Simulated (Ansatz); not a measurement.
# Mg: one atom moved over a plane

Computed with Ansatz 0.2.0, DFT PBE, scalar-relativistic, plane waves, PAW. The runs took a 420 eV cutoff, a Γ-centred 18×18×10 mesh and Gaussian smearing (0.15 eV). No spin polarisation. Energies are free energies at this smearing, counted from the undisturbed cell; pressure is positive in compression.

The undisturbed cell (as given, not relaxed at this level; it stands at -0.4 GPa):

```
CELL_PARAMETERS angstrom
3.20927 0.00000 0.00000
-1.60464 2.77931 0.00000
0.00000 0.00000 5.21033
ATOMIC_POSITIONS crystal
Mg 0.33333 0.66667 0.25000
Mg 0.66667 0.33333 0.75000
```

Atom 1 (Mg) is moved by p along (1.000, 0.000, 0.000) and q along (0.000, 1.000, 0.000) (Å), all else fixed. Points are written (p, q).

Energy above the undisturbed cell in eV/cell (a dash: not computed):

```
 p \ q  -0.450  -0.225  0.000  0.225  0.450
-0.450    0.16    0.11   0.06   0.05   0.08
-0.225    0.07    0.04   0.02   0.03   0.08
 0.000    0.04    0.01   0.00   0.02   0.08
 0.225    0.07    0.04   0.02   0.03   0.08
 0.450    0.16    0.11   0.06   0.05   0.08
```

Pressure in GPa:

```csv
p \ q,-0.450,-0.225,0.000,0.225,0.450
-0.450,0.5,0.2,0.0,-0.1,0.1
-0.225,0.0,-0.2,-0.3,-0.3,0.1
0.000,-0.2,-0.3,-0.4,-0.3,0.1
0.225,0.0,-0.2,-0.3,-0.3,0.1
0.450,0.5,0.2,0.0,-0.1,0.1
```